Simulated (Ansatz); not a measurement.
SrF₂:
Space group Fm-3m (No. 225); a = b = c = 5.7904 Å, α = β = γ = 90.00°

```
atom  site  symmetry       x       y       z
----  ----  --------  ------  ------  ------
Sr      4a      m-3m  0.0000  0.0000  0.0000
F       8c      -43m  0.2500  0.2500  0.2500
```
(The calculation used a cell of 3 atoms; values per cell refer to that cell.)

Relaxed with r²SCAN.

### Question
Which orbitals make up the states near the band edges in r²SCAN (plane waves, PAW; program Ansatz)?

### Answer
Top 1 eV of the valence band: F 2p 97 %. Bottom 1 eV of the conduction band: Sr 5s 75 %, F 2s 14 %. Projections are on Löwdin-orthogonalised atomic valence shells; empty p or d shells of many metals are not among them.

### Question
Tabulate the density of states.

### Answer
States/eV per cell of 3 atoms, in 0.25 eV bins, energy from the valence-band maximum.

```
E (eV)  total  F 2p  Sr 5s  Sr 4p
------  -----  ----  -----  -----
-7.85    0.00  0.00   0.00   0.00
-7.60    0.00  0.00   0.00   0.00
-7.35    0.00  0.00   0.00   0.00
-7.10    0.00  0.00   0.00   0.00
-6.85    0.00  0.00   0.00   0.00
-6.60    0.00  0.00   0.00   0.00
-6.35    0.00  0.00   0.00   0.00
-6.10    0.00  0.00   0.00   0.00
-5.85    0.00  0.00   0.00   0.00
-5.60    0.00  0.00   0.00   0.00
-5.35    0.00  0.00   0.00   0.00
-5.10    0.00  0.00   0.00   0.00
-4.85    0.00  0.00   0.00   0.00
-4.60    0.00  0.00   0.00   0.00
-4.35    0.00  0.00   0.00   0.00
-4.10    0.00  0.00   0.00   0.00
-3.85    0.00  0.00   0.00   0.00
-3.60    0.00  0.00   0.00   0.00
-3.35    0.00  0.00   0.00   0.00
-3.10    0.00  0.00   0.00   0.00
-2.85    0.00  0.00   0.00   0.00
-2.60    0.00  0.00   0.00   0.00
-2.35    0.00  0.00   0.00   0.00
-2.10    0.01  0.01   0.00   0.00
-1.85    0.87  0.79   0.07   0.00
-1.60    3.42  3.21   0.12   0.01
-1.35    7.93  7.55   0.08   0.10
-1.10    8.21  7.82   0.11   0.11
-0.85    4.88  4.68   0.05   0.07
-0.60    5.07  4.92   0.02   0.06
-0.35    8.85  8.65   0.01   0.09
-0.10    8.76  8.62   0.01   0.07
0.15     0.00  0.00   0.00   0.00
0.40     0.00  0.00   0.00   0.00
0.65     0.00  0.00   0.00   0.00
0.90     0.00  0.00   0.00   0.00
1.15     0.00  0.00   0.00   0.00
1.40     0.00  0.00   0.00   0.00
1.65     0.00  0.00   0.00   0.00
1.90     0.00  0.00   0.00   0.00
2.15     0.00  0.00   0.00   0.00
2.40     0.00  0.00   0.00   0.00
2.65     0.00  0.00   0.00   0.00
2.90     0.00  0.00   0.00   0.00
3.15     0.00  0.00   0.00   0.00
3.40     0.00  0.00   0.00   0.00
3.65     0.00  0.00   0.00   0.00
3.90     0.00  0.00   0.00   0.00
4.15     0.00  0.00   0.00   0.00
4.40     0.00  0.00   0.00   0.00
4.65     0.00  0.00   0.00   0.00
4.90     0.00  0.00   0.00   0.00
5.15     0.00  0.00   0.00   0.00
5.40     0.00  0.00   0.00   0.00
5.65     0.00  0.00   0.00   0.00
5.90     0.00  0.00   0.00   0.00
6.15     0.00  0.00   0.00   0.00
6.40     0.00  0.00   0.00   0.00
6.65     0.00  0.00   0.00   0.00
6.90     0.00  0.00   0.00   0.00
7.15     0.00  0.00   0.00   0.00
7.40     0.00  0.00   0.00   0.00
7.65     0.02  0.00   0.01   0.00
7.90     0.07  0.00   0.05   0.00
8.15     0.11  0.00   0.09   0.00
8.40     0.16  0.01   0.12   0.00
8.65     0.25  0.01   0.17   0.00
8.90     1.27  0.06   0.36   0.00
9.15     2.71  0.10   0.61   0.01
9.40     2.10  0.07   0.59   0.01
9.65     0.80  0.02   0.22   0.00
9.90     0.34  0.01   0.08   0.00
10.15    0.14  0.00   0.03   0.00
10.40    0.04  0.00   0.01   0.00
10.65    0.52  0.00   0.04   0.00
10.90    2.22  0.02   0.15   0.00
11.15    3.81  0.03   0.35   0.00
11.40    4.98  0.05   0.65   0.00
11.65    3.49  0.03   0.35   0.00
11.90    2.16  0.02   0.08   0.00
```

The cell was relaxed with r²SCAN under the symmetry of its start; phonons on a q-mesh show no instability. Spin–orbit coupling is left out wherever it is not named.

Potentials: the later of the program's two PAW sets.
